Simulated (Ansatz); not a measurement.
The system is Co.

```
CELL_PARAMETERS angstrom
2.47200 0.00000 0.00000
-1.23600 2.14081 0.00000
0.00000 0.00000 4.02114
ATOMIC_POSITIONS crystal
Co 0.66667 0.33333 0.75000
Co 0.33333 0.66667 0.25000
```

Below is the output of Ansatz 0.2.0 for this cell. Logs are shortened: lines on timing, memory, paths and dates and some standing lists are left out, and cuts for length are marked.

```text
Warning: RAYON_NUM_THREADS=2 ignored (pool sized by the plan → 2); use --threads N
Engine: ansatz 0.2.0, x86_64-unknown-linux-gnu
Pseudopotentials: kind: paw
Pseudopotential: Co, paw, valence charge 17, recommended cutoff 420 eV (normal), Co.paw.azcp
Functional definition: PBE
  parameter kappa = 0.804
  parameter beta = 0.06672455060314922
  exchange = pbe_x(kappa = kappa, mu = beta*pi^2/3)
  correlation = pbe_c(beta = beta)
Crystal: 2 atoms, lattice volume = 21.280 Å³
Basis set: ecut = 420 eV, 391 PW (Γ), exchange–correlation on 36×36×54 points (8 copies of the dense FFT grid, shifted against one another)
Bands: 23, of which v1, the nominal top of the filled ones, is band 17 counted from 1 (16 counted from 0)
Symmetry: 24 space group operations
Space group: P63/mmc (ITA 194), of the structure as read, at distance tolerance 2.8e-5 Å
Magnetic group: BNS 194.263 (UNI 1493), of the structure as read, at distance tolerance 2.8e-5 Å
k-points: 76 of 1008
Non-local potential: Co, projectors of the file, l = 0: 3, l = 1: 2, l = 2: 3, l = 3: 1
PAW form: soft (Blöchl's): semilocal exchange-correlation on the pseudo side does not see the compensation charge
PAW one-centre angular grid: Co, 590 points (default); XC on 64 Gauss nodes
Initial density: superposition of atomic densities (chi_scale 0.1, normalization cell)
Starting moments: Σ|m| = 4 μB on 2 of 2 sites
Initial wavefunctions: pseudopotential atomic-orbital guess
Functional: x = pbe(κ = 0.804, μ = 0.2195149727645171), c = pbe(β = 0.06672455060314922)
SCF iter   1: F=—  HF=-10251.648657 eV  |F-HF|=—  |Δ(HF+E_count)|=         —  Δρ=8.25e-2 (↑6.05e-2 ↓8.25e-2)  dr2=2.44e0  dr2_m=5.60e-2  M=3.467 μB ∫|m|=3.609 μB  β_m=0.30  ethr=3.10e-3  ⟨swp⟩=5.0  Hψ=13321  notcnv=0
[... 13 lines left out ...]
SCF iter  13: F=-10252.291787 eV  HF=-10252.291787 eV  |F-HF|=1.40e-9  |Δ(HF+E_count)|=   1.11e-9  Δρ=2.09e-6 (↑1.88e-6 ↓2.09e-6)  dr2=1.83e-9  dr2_m=3.88e-11  M=3.218 μB ∫|m|=3.531 μB  ethr=5.38e-12  ⟨swp⟩=3.9  Hψ=10328  notcnv=0
SCF 1 converged in 13 iterations: F = -10252.291787 eV  dr2 = 1.83e-9
  greatest PAW one-centre occupation: 1.001 electrons in one spin orbital (limit 2), on the Co atom at site 1 (counted from 0), in its partial waves of l = 1
at 1 of the mixer's solves, the last at iteration 7, it left a direction of its history that read negative out of its fit and stepped the other way along it
SCF converged after 13 iterations
Magnetization: 3.2179 μB (18.6089 up, 15.3911 down)
Absolute magnetization: 3.5323 μB (∫|ρ↑−ρ↓|, with the PAW one-centre terms)
Spin contamination: 0.0533 ħ² per cell (⟨S²⟩ above its minimum at these occupations)
Per-site moments (μB) at R_I (Å): [(1.6811984845481875, 1.017072079847606), (1.681198484548187, 1.017072079847606)]
Free energy (F): -10252.291787 eV
Harris-Foulkes:  -10252.291787 eV  (|F-HF|=1.40e-9)
Internal energy: -10252.291598 eV  (E = F + TS)
E sigma→0 (E₀):  -10252.291693 eV
Entropy (-TS):   -0.000189 eV (-0.094 meV/atom)
Fermi energy:    19.131670 eV
--- Per-component energies (eV) ---
  E_band       = -473.599409
  E_kinetic    = 908.555008
  E_local      = -5609.107526  (includes V_loc(G=0)·N_el)
  E_nonlocal   = 908.178002
  E_hartree    = 2353.551532
  E_xc         = -318.479642
  E_vxc        = -411.014332  (∫ρ·V_xc dr)
  E_paw        = -3030.436082  (= ΣΔE_a)
  E_vpaw       = -977.317917  (= ΣTr[D̂ρ^β])
  E_aug_tail   = 0.000156  (compensation charges beyond the density's cutoff)
  E_ewald      = -5464.553046
  E_smearing   = -0.000189  (= −TS)
  E_closure    = 0.000000  (closes the sum)
  Σ components = -10252.291787   (vs F -10252.291787, Δ=0.00e0)
--- Forces (eV/Å), atoms counted from 1 ---
  atom   1  Co    -0.00000000    -0.00000000     0.00000000
  atom   2  Co    -0.00000000     0.00000000     0.00000000
  max |Σ_I F_I| component: 1.39e-17 eV/Å
--- Stress (GPa, compression-positive) ---
        5.901972      -0.000000       0.000000
       -0.000000       5.901972       0.000000
        0.000000       0.000000       2.432629
  P = ⅓ Tr σ = 4.7455 GPa (47.455 kbar)
--- Band table (eV; the first three rows and the last of 152) ---
  k-point 0 ↑: bands = ["-76.9395", "-76.8787", "-40.3444", "-40.0443", "-40.0443", "-39.9958", "-39.9948", "-39.9948", "9.9947", "13.8484", "16.4516", "16.5063", "16.5063", "16.8257", "16.8257", "17.2177", "17.2177", "18.3417", "18.3417", "18.8813", "25.5207", "41.1371", "43.7810"]
  k-point 1 ↑: bands = ["-76.9365", "-76.8817", "-40.3274", "-40.0419", "-40.0419", "-40.0134", "-39.9972", "-39.9972", "10.2019", "13.7993", "16.3980", "16.4568", "16.4568", "16.7705", "16.7705", "17.3412", "17.3412", "18.1336", "18.3290", "18.3290", "26.6788", "41.0323", "42.7765"]
  k-point 2 ↑: bands = ["-76.9281", "-76.8902", "-40.2797", "-40.0623", "-40.0350", "-40.0350", "-40.0041", "-40.0041", "10.8040", "13.5240", "16.2634", "16.3967", "16.3967", "16.6385", "16.6385", "16.9022", "17.6079", "17.6079", "18.2683", "18.2683", "29.2521", "39.2106", "41.4424"]
  k-point 75 ↓: bands = ["-74.8050", "-74.8050", "-38.2723", "-38.2723", "-38.2094", "-38.1844", "-38.0492", "-38.0492", "16.3974", "16.4743", "16.5041", "16.5041", "17.3532", "17.3532", "18.8398", "19.1071", "20.2636", "20.2636", "25.5552", "25.5552", "26.6693", "27.9209", "29.6228"]
```

Problem. Write the input and the command behind it.

Solution. Single point with PBE, collinear spin, ferromagnetic start. The files as run (others can give the same):

input.yaml
```yaml
crystal:
  lattice:
    - [2.4719999032, 0.0, 0.0]
    - [-1.2359999516, 2.1408147143, 0.0]
    - [0.0, 0.0, 4.02114408]
  atoms:
    - { symbol: Co, position: [0.6666666667, 0.3333333333, 0.75], spin: 2.0 }
    - { symbol: Co, position: [0.3333333333, 0.6666666667, 0.25], spin: 2.0 }
hamiltonian:
  xc: pbe
  pseudopotentials: { kind: paw }
magnetization:
  spin_polarized: true
kpoints:
  mp_grid: { grid: [12, 12, 7] }
scf:
  occupations: { method: gaussian, width: 0.015 }
output:
  forces: true
  stress: true
  eigenvalues: true
```

Potentials or basis: Ansatz PAW.
The run is started by
```bash
$ ansatz run input.yaml --threads 2 --pin off --max-ram 5632MiB --backend cpu --events-out ev --progress --plain --runs-dir out
```
